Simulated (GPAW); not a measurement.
Consider CdS (Hawleyite, F-43m).

```xyz
2
Lattice="0.0000 2.9165 2.9165 2.9165 0.0000 2.9165 2.9165 2.9165 0.0000" Properties=species:S:1:pos:R:3 pbc="T T T"
Cd    0.0000    0.0000    0.0000
S     4.3748    4.3748    4.3748
```

Absorber: atom 2, with 4 Cd at 2.53 Å (tetrahedral, site symmetry -43m). Method: GPAW, PBE, full core hole (charged cell), 8-atom cell with 5.8 Å between holes, 4×4×4 k points, dipole transitions, Gaussian full width 0.9 eV up to 4 eV, rising linearly to 3.5 eV at 25 eV.

**Question.** Predict the near-edge structure at the S K edge.

Main maxima up to 24 eV above the zero (height): 3.4 eV (2.30), 6.1 eV (1.55), 7.4 eV (1.55) and 14.4 eV (1.41). A K edge sees empty p states on the absorber. The total-energy difference plus the lowest empty eigenvalue puts the zero at 2482.26 eV. One term is added: -16.94 eV, since the hole is spin-paired here and a spin-polarised one costs that much less in the free atom (computed apart). The photon energy is then 2465.32 eV. The functional and the charged cell's background leave an error of a few eV in such absolute values.

The S K spectrum (energy from the lowest empty level; intensity scaled to a mean of 1 over the first 20 eV):

| E (eV) | intensity |
| --- | --- |
| -2.0 | 0.00 |
| -1.5 | 0.00 |
| -1.0 | 0.00 |
| -0.5 | 0.00 |
| 0.0 | 0.00 |
| 0.5 | 0.05 |
| 1.0 | 0.20 |
| 1.5 | 0.40 |
| 2.0 | 0.79 |
| 2.5 | 1.41 |
| 3.0 | 1.95 |
| 3.5 | 2.29 |
| 4.0 | 1.76 |
| 4.5 | 1.41 |
| 5.0 | 1.28 |
| 5.5 | 1.34 |
| 6.0 | 1.54 |
| 6.5 | 1.45 |
| 7.0 | 1.45 |
| 7.5 | 1.54 |
| 8.0 | 1.22 |
| 8.5 | 0.80 |
| 9.0 | 0.64 |
| 9.5 | 0.58 |
| 10.0 | 0.49 |
| 10.5 | 0.41 |
| 11.0 | 0.43 |
| 11.5 | 0.54 |
| 12.0 | 0.70 |
| 12.5 | 0.90 |
| 13.0 | 1.11 |
| 13.5 | 1.29 |
| 14.0 | 1.39 |
| 14.5 | 1.41 |
| 15.0 | 1.35 |
| 15.5 | 1.23 |
| 16.0 | 1.06 |
| 16.5 | 0.90 |
| 17.0 | 0.78 |
| 17.5 | 0.70 |
| 18.0 | 0.66 |
| 18.5 | 0.66 |
| 19.0 | 0.67 |
| 19.5 | 0.71 |
| 20.0 | 0.76 |
| 20.5 | 0.80 |
| 21.0 | 0.83 |
| 21.5 | 0.85 |
| 22.0 | 0.87 |
| 22.5 | 0.92 |
| 23.0 | 0.99 |
| 23.5 | 1.08 |
| 24.0 | 1.17 |
| 24.5 | 1.24 |
| 25.0 | 1.29 |
| 25.5 | 1.30 |
| 26.0 | 1.29 |
| 26.5 | 1.27 |
| 27.0 | 1.23 |
| 27.5 | 1.18 |
| 28.0 | 1.12 |
| 28.5 | 1.08 |
| 29.0 | 1.05 |
| 29.5 | 1.05 |
| 30.0 | 1.06 |
| 30.5 | 1.07 |
| 31.0 | 1.08 |
| 31.5 | 1.08 |
| 32.0 | 1.07 |

The holes are only 5.8 Å apart, so the shape is probably not converged with cell size; no larger cell was run here. The mesh is coarse (0.27 Å⁻¹ between points), so small maxima may be mesh ripples. The structure is a published determination, not relaxed.

[Banner, clock and machine lines of the logs are left out without a mark of their own.]

[Logs are printed without paths, hosts, clocks, repeated set-up lines and the standing remarks that a program may print on its own settings, such as how far it seeks lower states.]

[Hosts, paths, dates, database ids (printed as entryN), source tags and the programs' standing remarks are cut or masked in the printed files.]

[Lists of maxima count a maximum above −3 eV only where it reaches 4 % of the highest in the window and stands out from its surroundings by 2 % of it (1.5 % where it reaches 55 %); shoulders and weaker maxima are passed over, and of the rest the first, up to two pre-edge ones and the few strongest are named.]
